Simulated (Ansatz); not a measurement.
Below is the output of a Python script on the Ansatz DFT code, driven from Python that makes a projected density of states of Si, space group Imma. Write a script that gives it. Use: PBE, PAW, cutoff 450 eV, 12×12×12 k-points, Gaussian smearing of 0.1 eV.

```
Si
1.0
    -2.25100    2.36850    1.27500
     2.25100   -2.36850    1.27500
     2.25100    2.36850   -1.27500
Si
2
Direct
  0.80700 0.05700 0.75000
  0.19300 0.94300 0.25000
```

Output of `python run_pdos.py`:
```text
states by shell in windows of E - E_F (eV): [(-6, -3), (-3, 0), (0, 4)]
Si 3S       0.497    0.350    0.552
Si 3P       1.567    1.908    1.895
centre of Si 3S: -3.33 eV
centre of Si 3P: -2.93 eV
```

The script that was run (others could print the same):

The script, `run_pdos.py`:
```python
"""Projected density of states of Si."""

import warnings

import ansatz as az
import numpy as np


def main() -> None:
    warnings.simplefilter("ignore", az.DeckWarning)

    cell = (
        az.Lattice.from_parameters(3.50748, 3.50748, 3.50748, alpha=100.15195, beta=95.04959, gamma=137.36832)
        .atom("Si", (0.807, 0.057, 0.75))
        .atom("Si", (0.193, 0.943, 0.25))
    )

    setup = (
        cell.calculation()
        .functional("pbe")
        .kpoints(mesh=(12, 12, 12), center="gamma")
        .occupations("Gaussian", width=0.1)
        .basis(450)
        .scf(extra_bands=10)
        .density_of_states(projected=True, energy_step=0.1)
    )
    res = setup.run(threads=1, pin="off")
    rep = res.report

    dos = res.density_of_states()
    energy = np.asarray(dos.energies_ev) - dos.fermi_ev
    curves = {}
    for site in res.projected_density_of_states().sites:
        for shell in site.shells:
            weight = sum(np.sum(curve.g_bin_mean_per_ev, axis=0) for curve in shell.curves)
            name = f"{site.species} {shell.label}"
            curves[name] = curves.get(name, 0) + weight

    step = energy[1] - energy[0]
    windows = [(-6, -3), (-3, 0), (0, 4)]
    print("states by shell in windows of E - E_F (eV):", windows)
    for name, g in curves.items():
        print(f"{name:8s}", " ".join(f"{step * g[(energy >= a) & (energy < b)].sum():8.3f}" for a, b in windows))
    filled = (energy < 0) & (energy > -6)
    for name, g in curves.items():
        if g[filled].sum() * step > 0.5:
            print(f"centre of {name}: {np.average(energy[filled], weights=g[filled]):.2f} eV")


if __name__ == "__main__":
    main()
```

Reading the output:
- This isn't the structure that Si takes at ambient conditions.
- Curves are summed over the cell's atoms. Only shells that the potentials hold have channels, so projections don't add up to the total, least of all where a shell is missing (p of most metals); heights and places of peaks move with the mesh.
- The density of states is complete only as far up as bands were computed.
- A band centre counts only the states inside the window taken.
- Run time: 7.4 s on 1 thread of Arm Neoverse V1, with other jobs on the host, peak memory 0.41 GiB.
